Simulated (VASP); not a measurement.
**MgSi: equation of state with r2SCAN**

Crystal: MgSi.

```
CELL_PARAMETERS angstrom
2.90453 0.00000 0.00000
0.00000 2.90453 0.00000
0.00000 0.00000 4.01424
ATOMIC_POSITIONS crystal
Si 0.50000 0.50000 0.50000
Mg 0.00000 0.00000 0.00000
```

The cell comes from a database or a generator and needn't be the stable form of this composition.

```
Program             : VASP 6.6.1
Task                : equation of state
Functional          : r2SCAN
Potentials or basis : VASP PAW PBE potentials, release 64 (Si, Mg)
Cutoff              : 520 eV
k mesh              : 8 × 8 × 6
Occupations         : fermi-dirac, width 0.05 eV
Spin                : no spin polarisation
```

```yaml
Equilibrium_volume: 16.93 Å³/atom
Bulk_modulus_at_fixed_shape_and_positions: 70 GPa
Pressure_derivative_of_the_bulk_modulus: "4.4 (rough: it moves with the points fitted)"
```

Energy against volume, from the lowest point:
```
volume (Å³/atom)  energy (meV/atom)
          16.255               6.41
          16.594               1.55
          16.933               0.00
          17.271               1.42
          17.610               5.51
```

All runs of the series together: 2.8 min on 1 thread of AMD EPYC 9R45 (Zen 5), on a shared host.

Caveat: the cell was scaled at fixed shape and fractional positions, which overstates the stiffness of a crystal with free parameters, most of all of layers and chains; the PAW data sets were made with another functional, which shifts forces and pressure a little.
